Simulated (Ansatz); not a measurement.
# ZnO: a fit and a missing row

ZnO, Fm-3m, a = 4.268 Å. This isn't the usual stable structure of the compound. Ansatz: r2SCAN, PAW, 500 eV, Γ-centred 12×12×12 mesh on 2 atoms, Gaussian smearing 0.02 eV; no spin polarisation. Symmetry fixes shape and atoms, so the cell is only scaled; pressure is positive in compression.

| V (Å³/atom) | P (GPa) |
| --- | --- |
| 9.132 | 13.68 |
| 9.423 | 6.29 |
| 9.715 | 0.00 |
| 10.006 | -5.34 |
| 10.298 | ? |

Q: Take V0 = 9.715 Å³/atom, fit the third-order Birch–Murnaghan form to the other rows, and predict the missing pressure.

A: With the Eulerian strain f = ½[(V0/V)^(2/3) − 1] and y = P/[3f(1 + 2f)^(5/2)], the form is the line y = B0 + 1.5 B0 (B0′ − 4) f. Rows (f, y): 0.02106, 195.3; 0.01028, 193.8; -0.00974, 192.0. Means f = 0.007200, y = 193.70; Σ(Δf)² = 0.0004885, ΣΔfΔy = 0.05128; the slope is their ratio. y = 192.9 + 105.0 f GPa, so B0 = 192.9 GPa and B0′ = 4 + 2 × (105.0)/(3 × 192.9) = 4.36. At V = 10.298, f = -0.01905, y = 190.90 and P = -9.90 GPa. The run gave -9.88 GPa, so the fit is 0.02 GPa too low, a small miss on the scale of the series. The form still works here, 33 % of the fitted range beyond its end.

Cost: 5 runs of about 0.15 core-minutes in all, on AMD EPYC 9R45 (Zen 5) (shared hosts).